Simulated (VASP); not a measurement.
## VASP 6.6.1 run: HgSe

INCAR

```
ISIF = 2
SIGMA = 0.02
GGA = PE
ISMEAR = -1
PREC = Accurate
ENCUT = 520
LCHARG = .FALSE.
IBRION = -1
LASPH = .TRUE.
LWAVE = .FALSE.
NBANDS = 9
NSW = 0
LREAL = .FALSE.
NELM = 52
EDIFF = 1E-7
```

KPOINTS

```
KPOINTS created by Atomic Simulation Environment
0
Gamma
8 8 8
0 0 0
```

POSCAR

```
Hg Se
 1.0000000000000000
     0.0000000000000000    3.0617384462000001    3.0617384462000001
     3.0617384462000001    0.0000000000000000    3.0617384462000001
     3.0617384462000001    3.0617384462000001    0.0000000000000000
 Hg  Se
   1   1
Cartesian
  0.0000000000000000  0.0000000000000000  0.0000000000000000
  1.5308692230999998  1.5308692230999998  1.5308692230999998
```

The recommended PBE PAW datasets give the neutral cell 18 valence electrons.

Command

```
mpirun -np 1 vasp_std
```

How does this run end, and what does it give?

It converged. Results: pressure 3.6 GPa.

OSZICAR

```
N       E                     dE             d eps       ncg     rms          rms(c)
DAV:   1     0.124999439695E+03    0.12500E+03   -0.88135E+03   538   0.178E+03
DAV:   2     0.552011070636E+01   -0.11948E+03   -0.11948E+03   600   0.369E+02
DAV:   3    -0.376963292742E+01   -0.92897E+01   -0.92897E+01   572   0.896E+01
DAV:   4    -0.431068586382E+01   -0.54105E+00   -0.54105E+00   604   0.152E+01
DAV:   5    -0.434855252554E+01   -0.37867E-01   -0.37867E-01   629   0.257E+00    0.765E+00
DAV:   6    -0.405372165019E+01    0.29483E+00   -0.12218E+00   760   0.175E+01    0.597E+00
DAV:   7    -0.404370384273E+01    0.10018E-01   -0.18705E-01   541   0.435E+00    0.271E+00
DAV:   8    -0.404293206420E+01    0.77178E-03   -0.18967E-02   532   0.258E+00    0.214E-01
DAV:   9    -0.404278371874E+01    0.14835E-03   -0.17573E-03   533   0.802E-01    0.854E-02
DAV:  10    -0.404283273215E+01   -0.49013E-04   -0.19604E-04   541   0.137E-01    0.320E-02
DAV:  11    -0.404285666547E+01   -0.23933E-04   -0.16644E-04   711   0.208E-01    0.228E-02
DAV:  12    -0.404284623897E+01    0.10427E-04   -0.66616E-05   667   0.147E-01    0.270E-03
DAV:  13    -0.404284668832E+01   -0.44935E-06   -0.43249E-06   534   0.189E-02    0.148E-03
DAV:  14    -0.404284669501E+01   -0.66939E-08   -0.19575E-07   380   0.418E-03
   1 F= -.40428467E+01 E0= -.40428467E+01  d E =-.244840E-10
```

One setting is odd (too few bands), but here it hardly changes the result.

On sound settings PBE gives a gap of 0.00 eV on its mesh and a pressure of 3.6 GPa for the intended cell. This run's energy (σ→0) differs from it by 0 meV an atom.
